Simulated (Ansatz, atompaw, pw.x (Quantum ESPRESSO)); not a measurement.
titanium (bcc): variants of one PAW (atompaw) potential in the solid

atompaw 4.2.0.5 input, output lines left out:

```
Ti 22
GGA-PBE scalarrelativistic loggrid 1500 logderivrange -7 5 301
4 4 3 0 0 0
4 1 0
3 2 2
0 0 0
c
c
v
v
c
v
v
v
2
2.35 2.10 1.90 2.25
n
n
y
1.45
n
modrrkj vanderbiltortho besselshape
3 0 troulliermartins
1.60
2.35
1.35
2.15
2.35
2.35
```

Crystal test: bcc Ti in pw.x 7.5, no spin, 14³ k-points, Fermi–Dirac smearing 0.01 Ry, cutoffs set for each file from its atomic test. The reference is all-electron LAPW (Ansatz 0.2.0) with the same functional, mesh and smearing; V0 and B0 come from Birch–Murnaghan fits to the pressures at five volumes. Errors are pseudo minus all-electron; Δ is the rms difference of the E(V) curves that follow from these fits, minima aligned, over ±6 % about the mean V0. Mesh and smearing are coarse, so the numbers serve the comparison and aren't converged zero-temperature values; the lattice is a test structure that the element need not adopt.

All-electron: a0 = 3.264 Å (V0 = 17.38 Å³/atom), B0 = 104.1 GPa.

Base: This is a poor potential for the solid.

1 further variants are left out: they gave no file fit for a test, a broken result, the same result as the base, or pressures whose basis-set error rivals the error shown.

A dash in a converged row means that the minimum lies outside the volumes sampled.

```tsv
change	cutoffs (Ry)	pw.x	mean pressure error (GPa)
base	85/850	converged	+6.65
wave 3s (bound): rc 1.60 bohr becomes 3s (bound): rc 1.20 bohr	85/850	converged	+6.64
augmentation sinc compensation charge, radius 2.10 bohr; PAW radius 2.35 bohr; waves and projectors: modrrkj vanderbiltortho	85/850	converged	+6.69
local potential troulliermartins scheme with l = 3 at 0 Ry, radius 1.12 bohr	85/850	converged	+6.29
```

Task: Give the row for: wave 4s (bound): rc 2.35 bohr becomes 4s (bound): rc 2.34 bohr.

Result: pw.x: converged; mean pressure error (GPa): +6.65.
